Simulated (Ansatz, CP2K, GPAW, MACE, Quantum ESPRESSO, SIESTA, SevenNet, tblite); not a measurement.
**tblite runs on H-capped AlAs nanowire along [111] (40 atoms)**

Wanted: tblite inputs and outputs for H-capped AlAs nanowire along [111] (40 atoms), checked against a plane-wave reference.

Program: tblite 0.8.0. Level of theory: the method is named at each step. Results are calculated unless marked as measured.

## 1. Starting point

The cell holds 40 atoms: 9 Al, 9 As and 22 H. Its edges and angles: a = 19.586 Å, b = 16.545 Å, c = 9.805 Å, α = 90.0°, β = 90.0°, γ = 90.0°. It derives from AlAs (zinc-blende). Diamond section of size parameter 4.53 Å cut from zinc-blende AlAs (a = 5.661 Å) along [111], 1 period, broken bonds capped with H, 9 Å of vacuum. Then every atom was moved at random, 0.05 Å r.m.s. a Cartesian component (hydrogen 0.6 of that). Regions: wire, 18 atoms (9 Al and 9 As); hydrogen, 22 atoms (22 H). Vacuum lies along a and b. The structure's axis is c.

The yardstick, on the same geometry:

```
method                                           : Kohn-Sham DFT, PBE, SSSP efficiency 1.3.0 pseudopotentials, plane waves (Quantum ESPRESSO 7.5); sssp-pbe-1.3.0-efficiency, cutoffs 45/360 Ry, Γ point
r.m.s. force component                           : 0.7962 eV/Å
longest force                                    : 3.657 eV/Å
gap (highest filled to lowest empty level) : 3.295 eV
time                                             : 2.2 min on 4 MPI ranks of Arm Neoverse V2, shared host
CPU time                                         : 8.8 min
```

## 2. IPEA1-xTB

Method: IPEA1-xTB tight binding, diagonalisation.

File run.py:

```python
import numpy as np
from ase.io import read
from tblite.ase import TBLite

atoms = read("structure.xyz")
atoms.calc = TBLite(method="IPEA1-xTB", electronic_temperature=580, accuracy=1.0, max_iterations=250, mixer_damping=0.1, verbosity=1)
energy = atoms.get_potential_energy()
forces = atoms.get_forces()
print(f"energy {energy:.6f} eV")
print("forces (eV/A)")
for i, (a, f) in enumerate(zip(atoms, forces)):
    print(f"{i:4d} {a.symbol:2s} {f[0]:10.5f} {f[1]:10.5f} {f[2]:10.5f}")
print("charges (e)")
print(np.array2string(atoms.get_charges(), precision=4, suppress_small=True, max_line_width=110, threshold=100000))
```

File structure.xyz:

```xyz
40
Lattice="19.58599 0.00000 0.00000 0.00000 16.54490 0.00000 0.00000 0.00000 9.80514" Properties=species:S:1:pos:R:3 pbc="T T T"
Al 7.83773 7.19256 3.24129
As 7.78073 7.16841 5.78386
Al 5.82899 8.26600 9.77180
As 5.72851 8.37106 2.36461
Al 7.71140 9.43374 6.53179
As 7.76917 9.47460 8.94258
Al 11.75590 7.19306 3.32306
As 11.79233 7.16841 5.72963
Al 9.78085 6.01705 6.51365
As 9.79691 5.94061 8.97337
Al 9.77928 8.35997 9.74984
As 9.83295 8.14903 2.47550
Al 9.87036 10.57666 3.34394
As 9.80259 10.62331 5.72277
Al 11.82543 9.45905 6.55385
As 11.90436 9.40627 8.92425
Al 13.76895 8.16325 0.03765
As 13.71568 8.28502 2.50551
H 7.81559 5.64760 2.73230
H 6.58050 6.42488 6.25793
H 5.77003 6.82179 9.32312
H 4.51418 9.02442 9.30351
H 5.83878 9.79144 2.96174
H 4.58665 7.58832 2.95527
H 6.47670 10.13905 6.00663
H 7.79072 10.87579 9.51197
H 11.82504 5.63106 2.70553
H 13.05054 6.41049 6.20881
H 9.79809 4.52139 6.03506
H 11.03220 5.28047 9.50883
H 8.54263 5.28659 9.48765
H 11.06726 11.37694 2.77378
H 8.50306 11.37545 2.76701
H 9.78457 12.01855 6.24784
H 13.06993 10.21366 6.05860
H 11.74396 10.91384 9.51285
H 13.80264 6.85091 9.29410
H 15.03519 9.06545 9.27390
H 15.06026 7.53968 2.98557
H 13.78227 9.80633 2.94860
```

The run is started by

```console
OMP_NUM_THREADS=1 python run.py > output.txt
```

Output:

```text
------------------------------------------------------------
  cycle        total energy    energy error   density error
------------------------------------------------------------
      1     -50.43042616422  -5.0588172E+01   3.4232119E-01
      2     -50.45892254146  -2.8496377E-02   3.0442041E-01
      3     -50.45119535758   7.7271839E-03   7.8908846E-02
      4     -50.49446768695  -4.3272329E-02   2.8045573E-02
      5     -50.49525301325  -7.8532631E-04   1.9891115E-02
      6     -50.49806514462  -2.8121314E-03   2.4283609E-03
      7     -50.49812918323  -6.4038611E-05   8.3986887E-04
      8     -50.49813525755  -6.0743175E-06   3.3772260E-04
      9     -50.49813616951  -9.1195670E-07   1.1553477E-04
     10     -50.49813624366  -7.4149220E-08   6.0057759E-05
     11     -50.49813624791  -4.2549289E-09   4.2779316E-05
     12     -50.49813625068  -2.7678055E-09   1.4884589E-05
------------------------------------------------------------
 total:                                   0.376 sec
energy -1374.124279 eV
forces (eV/A)
   0 Al   -0.93615   -0.70346    0.24717
   1 As    0.93957    0.26579   -0.56252
   2 Al   -0.87002    0.92595   -0.15369
   3 As    1.79558   -0.35835    0.35513
   4 Al    0.56249    0.61107   -0.00737
   5 As    0.10836   -0.56903    0.40774
   6 Al    0.59332   -1.54901    0.02612
   7 As   -0.37317    0.06530    0.43136
   8 Al    0.09915   -0.78308    0.23875
   9 As   -0.13268    1.61843   -0.76154
  10 Al    0.41635   -0.07414    0.48186
  11 As   -0.27657    2.01746   -0.30782
  12 Al   -0.84528    0.26588   -0.82375
  13 As   -0.25104   -1.52359    0.40960
  14 Al   -0.11732    0.51141   -0.29155
  15 As   -1.14526    0.54012    1.17030
  16 Al    1.06729    2.69537    0.47773
  17 As    0.57719    0.18864   -0.29359
  18 H    -0.22035    0.73302    0.24059
  19 H     0.24833    0.16555    0.00774
  20 H     0.28095   -0.09472    0.06272
  21 H     0.41211   -0.21296   -0.06223
  22 H    -0.72036   -1.38021   -0.19639
  23 H     0.41425    1.05083    0.04797
[...]
32 H     0.73708   -0.69715    0.24292
  33 H     0.02738   -0.28391   -0.10558
  34 H     0.03055   -0.08233   -0.17097
  35 H     0.17416   -1.73597   -0.62979
  36 H    -0.17107   -1.56847   -0.44256
  37 H    -0.57023   -0.63025    0.48277
  38 H    -1.52916    1.43914   -0.29882
  39 H     0.44098   -1.84803   -0.26375
charges (e)
[ 0.1362 -0.0482  0.1401 -0.0001  0.1386 -0.0479  0.1308 -0.039   0.1278 -0.0091  0.1301 -0.1014  0.1225
 -0.0634  0.1333 -0.0458  0.1436  0.0229 -0.1242  0.0513 -0.1125 -0.1576  0.0577  0.0548 -0.1068  0.0532
 -0.1326  0.0452 -0.1358  0.0597  0.0588 -0.1274 -0.1499  0.0424 -0.115   0.0405 -0.1009 -0.1672  0.0428
  0.0527]
```

The job ended after 0.87 s (1 thread of Arm Neoverse V2, shared host; peak memory 0.19 GiB).

Banners, paths, timers and routine set-up lines are dropped from the logs unmarked, and long logs keep their key lines alone; longer cuts are marked.

Compared with the plane-wave run:

* r.m.s. force component: 0.7284 eV/Å
* r.m.s. difference of force components: 422.4 meV/Å
* longest difference of force vectors: 1592 meV/Å
* force difference over r.m.s. force: 53.05 %
* slope of forces against the reference's: 0.7778
* correlation of force components: 0.8501

Length of the force difference by element (eV/Å):

```
element  atoms  mean  most
     Al      9  0.48  0.84
     As      9  0.46  0.87
      H     22  0.82   1.6
```

A closer look about H20, picked at random: 9 atoms, nearest first, numbered in the order of the input, with positions taken from that point.

```
atom      x      y      z  distance (Å)  bonds  Mulliken charge (e)     Fx     Fy  Fz (eV/Å)
 H20   0.00   0.00   0.00          0.00      1                 0.05   0.25   0.17       0.01
 As2   1.20   0.74  -0.47          1.49      4                -0.05   0.94   0.27      -0.56
 H21  -0.81   0.40   3.07          3.20      1                -0.11   0.28  -0.09       0.06
 Al5   1.13   3.01   0.27          3.23      4                 0.14   0.56   0.61      -0.01
 Al9   3.20  -0.41   0.26          3.24      4                 0.13   0.10  -0.78       0.24
 Al1   1.26   0.77  -3.02          3.36      4                 0.14  -0.94  -0.70       0.25
 H25  -0.10   3.71  -0.25          3.72      1                -0.11  -0.16   0.11      -0.12
 H29   3.22  -1.90  -0.22          3.75      1                -0.14  -0.03   0.40      -0.04
 H19   1.24  -0.78  -3.53          3.82      1                -0.12  -0.22   0.73       0.24
```

Atoms are counted from 1 here, from 0 in the log.

Forces lie 53 % from the reference's, at 0.0016 times its CPU time (on 1 against 4 cores).

## 3. GFN2-xTB

Method: GFN2-xTB tight binding, diagonalisation.

run.py: that of step 2 with these lines changed.

```diff
@@ -5,3 +5,3 @@
 atoms = read("structure.xyz")
-atoms.calc = TBLite(method="IPEA1-xTB", electronic_temperature=580, accuracy=1.0, max_iterations=250, mixer_damping=0.1, verbosity=1)
+atoms.calc = TBLite(method="GFN2-xTB", electronic_temperature=580, accuracy=1.0, max_iterations=250, mixer_damping=0.1, verbosity=1)
 energy = atoms.get_potential_energy()
```

structure.xyz is that of step 2.

Output:

```text
------------------------------------------------------------
  cycle        total energy    energy error   density error
------------------------------------------------------------
      1     -41.00583859142  -4.1247710E+01   4.9678274E-01
      2     -41.50200522104  -4.9616663E-01   4.0369170E-01
      3     -41.96122323933  -4.5921802E-01   2.0654207E-01
      4     -42.10744864546  -1.4622541E-01   1.7283238E-01
      5     -42.07283880992   3.4609836E-02   1.6800703E-01
      6     -42.12809906437  -5.5260254E-02   1.3490308E-01
      7     -42.01303192458   1.1506714E-01   1.5339101E-01
      8     -42.14711498213  -1.3408306E-01   7.0524849E-02
      9     -42.16997296880  -2.2857987E-02   4.2528452E-02
     10     -42.17138393225  -1.4109634E-03   3.8044536E-02
     11     -42.17082603584   5.5789641E-04   3.6771797E-02
     12     -42.17353863537  -2.7125995E-03   2.9018751E-02
[...]
32     -42.18398920203  -1.0227104E-08   7.0825391E-05
     33     -42.18398921094  -8.9132968E-09   4.5014413E-05
     34     -42.18398921071   2.3777602E-10   4.0973503E-05
     35     -42.18398921301  -2.3077149E-09   2.6546241E-05
     36     -42.18398921414  -1.1308785E-09   1.5450617E-05
------------------------------------------------------------
 total:                                   0.576 sec
energy -1147.884815 eV
forces (eV/A)
   0 Al   -0.96965   -0.49310    0.21906
   1 As    0.49230   -0.03403   -0.62996
   2 Al   -0.74279    1.00955   -0.44821
   3 As    1.23657   -0.25429    0.52059
   4 Al    0.60618    0.71496   -0.06695
   5 As   -0.05007   -0.35334    0.47408
   6 Al    0.42448   -1.40900    0.14794
   7 As   -0.24801   -0.12823    0.46956
   8 Al    0.17822   -0.59804   -0.15752
   9 As   -0.07743    0.91860   -0.24208
  10 Al    0.43166    0.20994    0.61609
  11 As   -0.31074    1.55437   -0.55011
[...]
35 H    -0.00342   -1.00316   -0.35869
  36 H    -0.18448   -2.24051   -0.69183
  37 H    -0.33102   -0.38977    0.35111
  38 H    -0.83132    0.88442   -0.14047
  39 H     0.30851   -1.01348   -0.09368
charges (e)
[ 0.2839 -0.0811  0.3384 -0.0084  0.2799 -0.0812  0.2752 -0.0725  0.2729 -0.0197  0.2225 -0.1369  0.3242
 -0.0884  0.2727 -0.0646  0.3399  0.0179 -0.2071  0.0169 -0.213  -0.2275  0.0413  0.022  -0.1779  0.0275
 -0.2243  0.0067 -0.1931  0.0328  0.0269 -0.2118 -0.2538  0.0191 -0.1815 -0.0049 -0.185  -0.24    0.0068
  0.0452]
```

Run time: 1.1 s. Hardware: 1 thread; peak memory 0.19 GiB.

Compared with the plane-wave run:

```
r.m.s. force component                  : 0.6008 eV/Å
r.m.s. difference of force components   : 280.7 meV/Å
longest difference of force vectors     : 968.4 meV/Å
force difference over r.m.s. force      : 35.26 %
slope of forces against the reference's : 0.7225
correlation of force components         : 0.9575
```

Against the first run (53 %), the force difference from the reference is 35 %, at 1.2 times the CPU time (36 SCF steps against 12).

## 4. The ladder

Differences are against the plane-wave reference, forces as r.m.s. over components; share is that over the reference's r.m.s. force, slope the least-squares factor from reference forces to these. Total energies of different programs have different zeros and aren't compared.

```
             run  Δ force, r.m.s. (meV/Å)  share (%)  slope  cores  CPU time  memory (GiB)
       reference                        -          -      -      4   8.8 min           4.8
tblite IPEA1-xTB                      422       53.1  0.778      1    0.87 s          0.19
 tblite GFN2-xTB                      281       35.3  0.723      1     1.1 s          0.19
```

CPU time is summed over cores on a shared host, where runs went side by side, so it is rough. Symmetry, cutoffs, thresholds, outputs and thread counts weren't matched or tuned between programs; memory under MPI is the largest rank's times the ranks.

## 5. Results

```json
{
 "nearest in forces": "tblite GFN2-xTB, 35 %",
 "its CPU time": "1.1 s"
}
```

Tight binding differs by 35 % (tblite GFN2-xTB) to 53 % (tblite IPEA1-xTB); it is another model, with fitted parameters of its own, and the xTB methods hold dispersion. IPEA1-xTB was fitted to ionisation energies and electron affinities, not to forces or charges. Of the electronic-structure runs that take under half the reference's CPU time, tblite GFN2-xTB comes nearest, at 35 % in 1.1 s against 8.8 min. Periodic xTB results under one method name differ between programs and library versions. Caps of real hydrogen don't mimic the fractional bonds of a polar compound, so surface states and strained caps may belong to the model. The electronic-structure runs sample only Γ, in a cell whose periodic width is 10 Å.

[Also dropped from logs without a mark: logging warnings of Python, and SIESTA's first energy breakdown and zero terms.]

[Logs are printed without paths, hosts, clocks, repeated set-up lines and the standing remarks that a program may print on its own settings, such as how far it seeks lower states.]

[Hosts, paths, dates, database ids (printed as entryN), source tags and the programs' standing remarks are cut or masked in the printed files.]
